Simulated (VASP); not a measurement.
# MoP (P-6m2) in VASP: notebook

Runs on MoP. Level: PBE. Tasks: elastic constants, band structure.

All numbers are computed with VASP 6.6.1; they aren't measurements. Logs are shortened: lines on timing, memory, paths and dates and some standing lists are left out, and cuts for length are marked.

**1. Starting point**

The structure is hexagonal, space group P-6m2 (No. 187). Conventional cell: a = 3.242 Å, b = 3.242 Å, c = 3.194 Å, α = 90.00°, β = 90.00°, γ = 120.00°. Mo (site symmetry -6m2) is surrounded by 6 P at 2.46 Å. P (site symmetry -6m2) has 6 Mo at 2.46 Å as nearest neighbours.

**2. Elastic constants, PBE**

POSCAR

```
MoP
1.0
    3.2421003625      0.0000000000      0.0000000000
   -1.6210501812      2.8077412755      0.0000000000
    0.0000000000      0.0000000000      3.1936992179
  Mo              P
     1     1
Direct
     0.0000000000000000    0.0000000000000000    0.0000000000000000
     0.3333333332999970    0.6666666667000030    0.5000000000000000
```

INCAR.step1

```
  ALGO = Normal
  EDIFF = 1E-8
  EDIFFG = -0.002
  ENCUT = 600
  GGA = PE
  IBRION = 2
  ISIF = 3
  ISMEAR = 1
  KPAR = 2
  LASPH = True
  LCHARG = False
  LREAL = False
  LWAVE = False
  NELM = 80
  NSW = 40
  PREC = Accurate
  SIGMA = 0.2
```

INCAR.step2

```
  ALGO = Normal
  EDIFF = 1E-8
  ENCUT = 600
  GGA = PE
  IBRION = 6
  ISIF = 3
  ISMEAR = 1
  KPAR = 2
  LASPH = True
  LCHARG = False
  LREAL = False
  LWAVE = False
  NELM = 80
  NFREE = 2
  NSW = 1
  POTIM = 0.015
  PREC = Accurate
  SIGMA = 0.2
```

KPOINTS

```
k-points
0
Gamma
  24 24 21
```

Potentials or basis: VASP PAW PBE potentials, release 64 (Mo_sv, P).

Command:

```bash
$ cat potpaw_PBE.64/Mo_sv/POTCAR potpaw_PBE.64/P/POTCAR > POTCAR
$ cp INCAR.step1 INCAR
$ mpirun -np 2 vasp_std > vasp.out
$ cp CONTCAR POSCAR
$ cp INCAR.step2 INCAR
$ mpirun -np 2 vasp_std > vasp.out
```

OUTCAR:

```text
EDIFF = 1E-8
   ENCUT = 600
   GGA = PE
   IBRION = 6
   ISIF = 3
   ISMEAR = 1
   LASPH = True
   LREAL = False
   NELM = 80
   NFREE = 2
   NSW = 1
   POTIM = 0.015
   PREC = Accurate

 ion  position               nearest neighbor table
   1  0.000  0.000  0.000-   2 2.46   2 2.46   2 2.46   2 2.46   2 2.46   2 2.46
   2  0.333  0.667  0.500-   1 2.46   1 2.46   1 2.46   1 2.46   1 2.46   1 2.46

  LATTYP: Found a hexagonal cell.
 ALAT       =     3.2407191675
 C/A-ratio  =     0.9860918300

  Lattice vectors:

 A1 = (   3.2407191675,  -0.0000000000,   0.0000000000)
 A2 = (  -1.6203595837,   2.8065451256,   0.0000000000)
 A3 = (   0.0000000000,   0.0000000000,   3.1956466943)

Analysis of symmetry for initial positions (statically):
=====================================================================
 Subroutine PRICEL returns:
 Original cell was already a primitive cell.

 Routine SETGRP: Setting up the symmetry group for a
 hexagonal supercell.

 Subroutine GETGRP returns: Found 12 space group operations
 (whereof 12 operations were pure point group operations)
 out of a pool of 24 trial point group operations.

The static configuration has the point symmetry D_3h.

Analysis of symmetry for dynamics (positions and initial velocities):
=====================================================================
 Subroutine PRICEL returns:
 Original cell was already a primitive cell.

 Routine SETGRP: Setting up the symmetry group for a
 hexagonal supercell.

 Subroutine GETGRP returns: Found 12 space group operations
 (whereof 12 operations were pure point group operations)
 out of a pool of 24 trial point group operations.

The dynamic configuration has the point symmetry D_3h.

 Subroutine INISYM returns: Found 12 space group operations
 (whereof 12 operations are pure point group operations),
 and found     1 'primitive' translations

----------------------------------------------------------------------------------------

                                     Primitive cell

  volume of cell :      29.0651

  direct lattice vectors                    reciprocal lattice vectors
     3.240719168 -0.000000000  0.000000000     0.308573483  0.178154983  0.000000000
    -1.620359584  2.806545126  0.000000000     0.000000000  0.356309967  0.000000000
     0.000000000  0.000000000  3.195646694     0.000000000  0.000000000  0.312925707

  length of vectors
     3.240719168  3.240719167  3.195646694     0.356309967  0.356309967  0.312925707

  position of ions in fractional coordinates (direct lattice)
     0.000000000  0.000000000  0.000000000
     0.333333333  0.666666667  0.500000000

  ion indices of the primitive-cell ions
   primitive index   ion index
                 1           1
                 2           2

----------------------------------------------------------------------------------------

 KPOINTS: k-points

Automatic generation of k-mesh.
 Grid dimensions read from file:
 generate k-points for:   24   24   21

 Generating k-lattice:

[... 115 lines left out ...]

  FORCE on cell =-STRESS in cart. coord.  units (eV):
  Direction    XX          YY          ZZ          XY          YZ          ZX
  --------------------------------------------------------------------------------------
  -------------------------------------------------------------------------------------
  Total        0.0015308      0.0015308      0.0021009      0.0000000     -0.0000000      0.0000000
  in kB        0.0843817      0.0843817      0.1158080      0.0000000     -0.0000000      0.0000000
  external PRESSURE =       0.0948571 kB  Pullay stress =       0.0000000 kB
[... 89 lines left out ...]
  FREE ENERGIE OF THE ION-ELECTRON SYSTEM (eV)
  ---------------------------------------------------
  free  energy   TOTEN  =       -17.6621313487 eV

  energy  without entropy=      -17.6625119173  energy(sigma->0) =      -17.66225820

[... ionic steps 4 to 18 ...]

--------------------------------------- Ionic step       19  -------------------------------------------

 number of electron      18.9999999 magnetization

------------------------ aborting loop because EDIFF is reached ----------------------------------------
[... 67 lines left out ...]
--------------------------------------- Ionic step       21  -------------------------------------------

 number of electron      18.9999999 magnetization

 Free energy of the ion-electron system (eV)
  ---------------------------------------------------
  ext. energy  EPLUGINS =         0.00000000
  ---------------------------------------------------
  free energy    TOTEN  =       -17.66831604 eV

  energy without entropy =      -17.66869542  energy(sigma->0) =      -17.66844250

 E-fermi :  11.7155     XC(G=0): -12.5323

 val. band max:       11.7150967751   @ k =   0.0000   0.0000   0.2857
 cond. band min:      11.7159666051   @ k =  -0.1250   0.5000   0.0952
 fundamental gap:      0.0008698300
 Fermi energy:        11.7154798325

 k-point     1 :       0.0000    0.0000    0.0000
  band No.  band energies     occupation
      1     -49.4746      2.00000
      2     -23.6190      2.00000
      3     -23.4247      2.00000
      4     -23.4247      2.00000
      5      -2.1100      2.00000
      6       7.6273      2.00000
      7       8.4442      2.00000
      8       8.4442      2.00000
      9      11.0578      2.00003
     10      12.0027     -0.06078
     11      12.0027     -0.06078
     12      15.8029      0.00000
     13      15.8029      0.00000
[... 354 lines left out ...]
  band No.  band energies     occupation
      1     -49.4442      2.00000
      2     -23.7435      2.00000
      3     -23.5757      2.00000
      4     -23.5026      2.00000
      5       0.4607      2.00000
      6       4.5925      2.00000
      7       7.8860      2.00000
      8       8.0362      2.00000
      9      10.4266      2.00000
     10      11.2835      2.00922
     11      13.3480     -0.00000
     12      13.9716     -0.00000
     13      16.4194      0.00000

 [... further k-points ...]

------------------------ aborting loop because EDIFF is reached ----------------------------------------

  FORCE on cell =-STRESS in cart. coord.  units (eV):
  Direction    XX          YY          ZZ          XY          YZ          ZX
  --------------------------------------------------------------------------------------
  -------------------------------------------------------------------------------------
  Total        0.0072323      0.0072323      0.0057419      0.0000000     -0.0000000      0.0000000
  in kB        0.3986708      0.3986708      0.3165122      0.0000000     -0.0000000      0.0000000
  external PRESSURE =       0.3712846 kB  Pullay stress =       0.0000000 kB
[... 17 lines left out ...]
  FREE ENERGIE OF THE ION-ELECTRON SYSTEM (eV)
  ---------------------------------------------------
  free  energy   TOTEN  =       -17.6683160433 eV

  energy  without entropy=      -17.6686954213  energy(sigma->0) =      -17.66844250

 INTERNAL STRAIN TENSORS FROM STRAINED CELLS
 ============================================

 INTERNAL STRAIN TENSOR FOR ION    1 for displacements in x,y,z  (eV/Angst):
          X           Y           Z          XY          YZ          ZX
  --------------------------------------------------------------------------------
  x    -0.00000     0.00000     0.00000    -7.05082     0.00000    -0.00000
  y    -7.05431     7.06606    -0.00000    -0.00004     0.00001    -0.00005
  z     0.00000     0.00000     0.00000     0.00000     0.00221     0.00000

 INTERNAL STRAIN TENSORS FROM DISPLACED ATOMS
 ============================================

 INTERNAL STRAIN TENSOR FOR ION    1 for displacements in x,y,z  (eV/Angst):
          X           Y           Z          XY          YZ          ZX
  --------------------------------------------------------------------------------
  x    -0.00000     0.00000    -0.00000    -7.03997     0.00000     0.00000
  y    -7.03997     7.03997    -0.00000     0.00000     0.00000     0.00000
  z     0.00000     0.00000     0.00000     0.00000    -0.00000    -0.00000

 INTERNAL STRAIN TENSOR FOR ION    2 for displacements in x,y,z  (eV/Angst):
          X           Y           Z          XY          YZ          ZX
  --------------------------------------------------------------------------------
  x     0.00000    -0.00000    -0.00000     7.04239     0.00000     0.00000
  y     7.04239    -7.04239    -0.00000    -0.00000     0.00000     0.00000
  z     0.00000     0.00000     0.00000     0.00000     0.00000    -0.00000

 Eigenvectors and eigenvalues of the dynamical matrix
 ----------------------------------------------------

   1 f  =   11.928448 THz    74.948648 2PiTHz  397.890188 cm-1    49.332074 meV
             X         Y         Z           dx          dy          dz
      0.000000  0.000000  0.000000    -0.449840   -0.204167   -0.000000
     -0.000000  1.871030  1.597823     0.791730    0.359338   -0.000000
[... 21 lines left out ...]
   6 f/i=    0.000457 THz     0.002873 2PiTHz    0.015251 cm-1     0.001891 meV
             X         Y         Z           dx          dy          dz
      0.000000  0.000000  0.000000    -0.000000    0.000000   -0.869470
     -0.000000  1.871030  1.597823    -0.000000    0.000000   -0.493985

--------------------------------------------------------------------------------------------------------

 ELASTIC MODULI CONTR FROM IONIC RELAXATION (kBar)
 Direction    XX          YY          ZZ          XY          YZ          ZX
 --------------------------------------------------------------------------------
 XX        -200.4862    200.4862     -0.0000     -0.0000      0.0000     -0.0000
 YY         200.4862   -200.4862      0.0000     -0.0000     -0.0000      0.0000
 ZZ          -0.0000      0.0000     -0.0000     -0.0000      0.0000     -0.0000
 XY          -0.0000     -0.0000     -0.0000   -200.4862     -0.0000      0.0000
 YZ           0.0000     -0.0000      0.0000     -0.0000     -0.0000      0.0000
 ZX          -0.0000      0.0000     -0.0000      0.0000      0.0000     -0.0000
 --------------------------------------------------------------------------------

 TOTAL ELASTIC MODULI (kBar)
 Direction    XX          YY          ZZ          XY          YZ          ZX
 --------------------------------------------------------------------------------
 XX        3425.9927   1196.4819   1504.0487      0.0000      0.0000     -0.0000
 YY        1196.4819   3425.9927   1504.0487      0.0000     -0.0000      0.0000
 ZZ        1504.0487   1504.0487   4845.9353      0.0000      0.0000      0.0000
 XY           0.0000      0.0000      0.0000   1114.7554     -0.0000      0.0000
 YZ           0.0000     -0.0000      0.0000     -0.0000   1671.5635      0.0000
 ZX           0.0000      0.0000      0.0000      0.0000      0.0000   1671.5634
 --------------------------------------------------------------------------------
```

Wall time 58 min (2 MPI ranks of AMD EPYC 9R45 (Zen 5), shared host); peak memory 2.3 GiB.

What came out:

| Quantity | Value |
| --- | --- |
| Voigt bulk modulus | 223 GPa |
| Highest phonon frequency at Γ, LO-TO splitting left out | 398 cm⁻¹ |

Phonon frequencies in cm⁻¹ (negative: imaginary):
| q point | frequencies |
| --- | --- |
| (0.000, 0.000, 0.000) | 0 0 0 392 398 398 |

Elastic tensor in Voigt notation (GPa, in the Cartesian axes of the cell as first typed):
```
343 120 150   0   0   0
120 343 150   0   0   0
150 150 485   0   0   0
  0   0   0 167   0   0
  0   0   0   0 167   0
  0   0   0   0   0 111
```

Clamped-ion elastic tensor (GPa):
```
363 100 150   0   0   0
100 363 150   0   0   0
150 150 485   0   0   0
  0   0   0 167   0   0
  0   0   0   0 167   0
  0   0   0   0   0 132
```

**3. Band structure, PBE**

This run uses another cell than the first one, of 14.15 Å³/atom, 0.973 times its volume.

INCAR

```
SYSTEM = MoP
PREC = Accurate ; ENCUT = 520
EDIFF = 1E-6 ; ISMEAR = 1
SIGMA = 0.1 ; LREAL = .FALSE.
LASPH = .TRUE. ; NELM = 80
ALGO = Normal ; ISIF = 2
LWAVE = .FALSE. ; LCHARG = .FALSE.
LMAXMIX = 4 ; GGA = PE
KPAR = 4
```

KPOINTS

```
regular mesh
0
G
  15 15 11
  0 0 0
```

POSCAR

```
MoP                                     
1.0
    3.2085536237      0.0000000000      0.0000000000
   -1.6042768118      2.7786889475     -0.0000000000
   -0.0000000000      0.0000000000      3.1732854668
  Mo              P             
     1     1
Direct
     0.0000000000000000    0.0000000000000000    1.0000000000000000
     0.3333333332999970    0.6666666667000030    0.5000000000000000
```

KPOINTS_OPT

```
explicit points
258
Reciprocal
 0.0000000000  0.0000000000  0.0000000000 1
 0.0263157895  0.0000000000  0.0000000000 1
 0.0526315789  0.0000000000  0.0000000000 1
 0.0789473684  0.0000000000  0.0000000000 1
 0.1052631579  0.0000000000  0.0000000000 1
 0.1315789474  0.0000000000  0.0000000000 1
[... 250 lines left out ...]
 0.5000000000  0.0000000000  0.0177752200 1
 0.5000000000  0.0000000000 -0.0177752200 1
```

Potentials or basis: VASP PAW PBE potentials, release 64 (Mo_sv, P).

Command:

```bash
$ cat potpaw_PBE.64/Mo_sv/POTCAR potpaw_PBE.64/P/POTCAR > POTCAR
$ mpirun -np 4 vasp_std > vasp.out
```

Wall time 9.9 s (4 MPI ranks of Intel Xeon 6975P-C (Granite Rapids), shared host); peak memory 0.21 GiB.

The run converged. Its results:

```
Free energy             : -17.6512 eV
Pressure                : 6.3 GPa
Band gap along the path : none (metal or under the smearing width)
```

Stress tensor (GPa, compression positive):
```
6.15 0.00 0.00
0.00 6.15 0.00
0.00 0.00 6.67
```

Levels at the corners of the path, in eV from the Fermi level:
```
point  band 6  band 7  band 8  band 9  band 10  band 11  band 12  band 13
    Γ   -4.30   -3.39   -3.39   -0.71     0.26     0.26     4.17     4.17
    M   -7.36   -4.02   -3.84   -1.31    -0.46     1.72     2.40     4.69
    M   -7.36   -4.02   -3.84   -1.31    -0.46     1.72     2.40     4.69
    K   -6.67   -5.35   -3.83   -1.58    -0.10     0.66     0.79     6.93
    K   -6.67   -5.35   -3.83   -1.58    -0.10     0.66     0.79     6.93
    Γ   -4.30   -3.39   -3.39   -0.71     0.26     0.26     4.17     4.17
    Γ   -4.30   -3.39   -3.39   -0.71     0.26     0.26     4.17     4.17
    A   -7.95   -2.80   -2.80   -1.74    -1.74     1.36     2.93     2.93
    A   -7.95   -2.80   -2.80   -1.74    -1.74     1.36     2.93     2.93
    L   -6.24   -5.35   -4.53   -1.08     1.44     1.88     3.61     5.14
    L   -6.24   -5.35   -4.53   -1.08     1.44     1.88     3.61     5.14
    H   -7.02   -5.79   -3.27   -1.37     1.57     3.38     4.29     4.32
    H   -7.02   -5.79   -3.27   -1.37     1.57     3.38     4.29     4.32
    A   -7.95   -2.80   -2.80   -1.74    -1.74     1.36     2.93     2.93
    L   -6.24   -5.35   -4.53   -1.08     1.44     1.88     3.61     5.14
    M   -7.36   -4.02   -3.84   -1.31    -0.46     1.72     2.40     4.69
    K   -6.67   -5.35   -3.83   -1.58    -0.10     0.66     0.79     6.93
    H   -7.02   -5.79   -3.27   -1.37     1.57     3.38     4.29     4.32
```
